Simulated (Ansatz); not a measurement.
InN (zinc blende)

Space group F-43m (No. 216); a = b = c = 4.9992 Å, α = β = γ = 90.00°

```
atom  site  symmetry       x       y       z
----  ----  --------  ------  ------  ------
N       4c      -43m  0.2500  0.2500  0.2500
In      4a      -43m  0.0000  0.0000  0.0000
```
(The calculation used a cell of 2 atoms; values per cell refer to that cell.)

Grid over V/V₀ and (c/a)/(c/a)₀, subscript 0 meaning the relaxed cell; the conventional c axis lies along z; no internal relaxation.

All values below come from r2SCAN (plane waves to 500 eV, PAW, scalar-relativistic; Ansatz, a quantum-chemistry and plane-wave program). k mesh 11×11×11 (Γ-centred), Fermi-Dirac smearing 0.05 eV. Energies are smeared free energies. With partly filled bands, the response to shear is sensitive to the k mesh, so small differences along c/a are uncertain. At this level the bands of InN touch or barely overlap; measurements give the solid a gap. InN was relaxed with its symmetry unable to fall. The zero of ΔE is the relaxed starting cell.

Question: Give the computed ΔE (meV/atom) at all points of the grid V/V₀ = 0.960, 0.973, 0.987, 1.000, 1.013, 1.027, 1.040 by (c/a)/(c/a)₀ = 0.920, 0.947, 0.973, 1.000, 1.027, 1.053, 1.080.

Answer: ΔE (meV/atom), with V/V₀ across and (c/a)/(c/a)₀ down:

```
(c/a)/(c/a)₀ \ V/V₀  0.960  0.973  0.987  1.000  1.013  1.027  1.040
-------------------  -----  -----  -----  -----  -----  -----  -----
0.920                   21     15     12     11     13     17     23
0.947                   16     10      6      5      7     10     16
0.973                   13      6      2      1      3      6     12
1.000                   12      5      1      0      1      5     10
1.027                   13      6      3      1      3      6     12
1.053                   17     10      7      6      7     11     16
1.080                   23     17     14     13     15     19     25
```

(Under strain, the slope of the energy per volume gives the stress and its curvature an elastic modulus.)
